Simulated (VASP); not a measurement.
Computed with LDA (Ceperley-Alder, Perdew-Zunger), VASP's LDA PAW potentials (set 64) (plane waves; VASP 6.6.1).

Input for VASP

INCAR:
```
SYSTEM = CaF2
ALGO = Normal
LREAL = .FALSE.
LWAVE = .FALSE.
NELM = 100   # most electronic steps
IBRION = 2   # conjugate gradients
LCHARG = .FALSE.
ISMEAR = 0
ENCUT = 620   # plane-wave cut-off (eV)
ISIF = 3   # ions, shape and volume
PREC = Accurate
NSW = 40   # most ionic steps
SIGMA = 0.05   # width (eV)
EDIFF = 1E-6
LASPH = .TRUE.
EDIFFG = -0.02
```

### POSCAR
```
CaF2
1
   -0.0000000000     2.6688414332     2.6688414332
    2.6688414332    -0.0000000000     2.6688414332
    2.6688414332     2.6688414332    -0.0000000000
Ca F
1 2
Direct
  1.0000000000   1.0000000000   0.0000000000
  0.2500000000   0.2500000000   0.2500000000
  0.7500000000   0.7500000000   0.7500000000
```

**KPOINTS**
```
Automatic mesh
0
Gamma
7 7 7
0 0 0
```

POTCAR, in this order: Ca_sv F (LDA.64 set). Program: vasp_std.

Output of the run:

File OSZICAR:
```
       N       E                     dE             d eps       ncg     rms          rms(c)
DAV:   1     0.239255515456E+03    0.23926E+03   -0.15650E+04   640   0.177E+03
DAV:   2    -0.985375620829E+01   -0.24911E+03   -0.24449E+03   840   0.418E+02
DAV:   3    -0.199143025086E+02   -0.10061E+02   -0.10052E+02   728   0.945E+01
DAV:   4    -0.202873084678E+02   -0.37301E+00   -0.37292E+00  1080   0.140E+01
DAV:   5    -0.202893893692E+02   -0.20809E-02   -0.20809E-02   712   0.115E+00    0.769E+00
DAV:   6    -0.190742321767E+02    0.12152E+01   -0.64302E+00   648   0.185E+01    0.308E+00
DAV:   7    -0.190328291701E+02    0.41403E-01   -0.18283E-01   800   0.412E+00    0.162E+00
DAV:   8    -0.190125632434E+02    0.20266E-01   -0.27361E-02   896   0.211E+00    0.179E-01
DAV:   9    -0.190130181460E+02   -0.45490E-03   -0.44488E-03   880   0.536E-01    0.116E-01
DAV:  10    -0.190131851787E+02   -0.16703E-03   -0.31700E-04   800   0.162E-01    0.317E-02
DAV:  11    -0.190131786598E+02    0.65189E-05   -0.48519E-05   792   0.772E-02    0.109E-02
DAV:  12    -0.190131781243E+02    0.53554E-06   -0.96714E-06   992   0.305E-02
   1 F= -.19013178E+02 E0= -.19013178E+02  d E =-.190132E+02
       N       E                     dE             d eps       ncg     rms          rms(c)
DAV:   1    -0.190157508670E+02   -0.25722E-02   -0.57641E-02   760   0.253E+00    0.381E-01
DAV:   2    -0.190135051903E+02    0.22457E-02   -0.11178E-02   664   0.884E-01    0.976E-02
DAV:   3    -0.190132814786E+02    0.22371E-03   -0.44605E-04   904   0.271E-01    0.420E-02
DAV:   4    -0.190132495208E+02    0.31958E-04   -0.28078E-04  1016   0.137E-01    0.156E-02
DAV:   5    -0.190132503682E+02   -0.84736E-06   -0.46228E-06   736   0.228E-02
   2 F= -.19013250E+02 E0= -.19013250E+02  d E =-.722439E-04
```

### OUTCAR
```
------------------------ aborting loop because EDIFF is reached ----------------------------------------
  FORCE on cell =-STRESS in cart. coord.  units (eV):
  Direction    XX          YY          ZZ          XY          YZ          ZX
  --------------------------------------------------------------------------------------
  Total        0.0070184      0.0070184      0.0070184      0.0000000      0.0000000     -0.0000000
  in kB        0.2967567      0.2967567      0.2967567      0.0000000      0.0000000     -0.0000000
  external PRESSURE =       0.2967567 kB  Pullay stress =       0.0000000 kB
  volume of cell :       37.89
      direct lattice vectors                 reciprocal lattice vectors
    -0.000000000  2.665872836  2.665872836    -0.187555833  0.187555833  0.187555833
     2.665872836 -0.000000000  2.665872836     0.187555833 -0.187555833  0.187555833
     2.665872836  2.665872836 -0.000000000     0.187555833  0.187555833 -0.187555833
 POSITION                                       TOTAL-FORCE (eV/Angst)
 -----------------------------------------------------------------------------------
      2.66587      5.33175      2.66587         0.000000     -0.000000      0.000000
      1.33294      1.33294      1.33294        -0.000000     -0.000000     -0.000000
      3.99881      3.99881      3.99881         0.000000      0.000000      0.000000
 -----------------------------------------------------------------------------------
    total drift:                               -0.000000     -0.000000      0.000000
  FREE ENERGIE OF THE ION-ELECTRON SYSTEM (eV)
  ---------------------------------------------------
  free  energy   TOTEN  =       -19.0132503682 eV

  energy  without entropy=      -19.0132503682  energy(sigma->0) =      -19.01325037

 reached required accuracy - stopping structural energy minimisation
```
(Selected blocks of OUTCAR.)

### CONTCAR
```
CaF2
   1.00000000000000
    -0.0000000000000000    2.6658728358499331    2.6658728358499331
     2.6658728358499331   -0.0000000000000000    2.6658728358499331
     2.6658728358499331    2.6658728358499331   -0.0000000000000000
  Ca              F
     1     2
Direct
     1.0000000000000000    0.0000000000000000    1.0000000000000000
     0.2500000000000000    0.2500000000000000    0.2500000000000000
     0.7500000000000000    0.7500000000000000    0.7500000000000000
```

### OUTCAR
```
 val. band max:       -0.9858797468   @ k =  -0.4286   0.4286   0.0000

 cond. band min:       6.3890028695   @ k =   0.0000   0.0000   0.0000


 Fermi energy:        -0.7349988729

 k-point     1 :       0.0000    0.0000    0.0000
  band No.  band energies     occupation
      1     -36.0562      2.00000
      2     -20.6646      2.00000
      3     -19.7269      2.00000
      4     -17.2950      2.00000
      5     -17.2950      2.00000
      6     -17.2950      2.00000
      7      -3.3656      2.00000
      8      -3.3656      2.00000
      9      -3.3656      2.00000
     10      -1.2231      2.00000
     11      -1.2231      2.00000
     12      -1.2231      2.00000
     13       6.3890      0.00000
     14       8.3442      0.00000
     15       8.3442      0.00000
     16      10.8226      0.00000

 k-point     2 :       0.1429    0.0000    0.0000
  band No.  band energies     occupation
      1     -36.0458      2.00000
      2     -20.7328      2.00000
      3     -19.7945      2.00000
      4     -17.3069      2.00000
      5     -17.3069      2.00000
      6     -17.1832      2.00000
      7      -3.2597      2.00000
      8      -3.2597      2.00000
      9      -3.1624      2.00000
     10      -1.4836      2.00000
     11      -1.3278      2.00000
     12      -1.3278      2.00000
     13       6.9228      0.00000
     14       8.3979      0.00000
     15       8.3979      0.00000
     16      10.6071      0.00000

 k-point     3 :       0.2857    0.0000    0.0000
  band No.  band energies     occupation
      1     -36.0223      2.00000
      2     -20.8347      2.00000
      3     -20.0028      2.00000
      4     -17.3333      2.00000
      5     -17.3333      2.00000
      6     -16.9171      2.00000
      7      -2.9991      2.00000
      8      -2.9991      2.00000
      9      -2.7211      2.00000
     10      -1.9739      2.00000
     11      -1.5751      2.00000
     12      -1.5751      2.00000
     13       7.9981      0.00000
...
```

The compound is CaF2 in the fluorite structure. This run relaxes it. Symmetry was kept, so distortions that lower it aren't found.
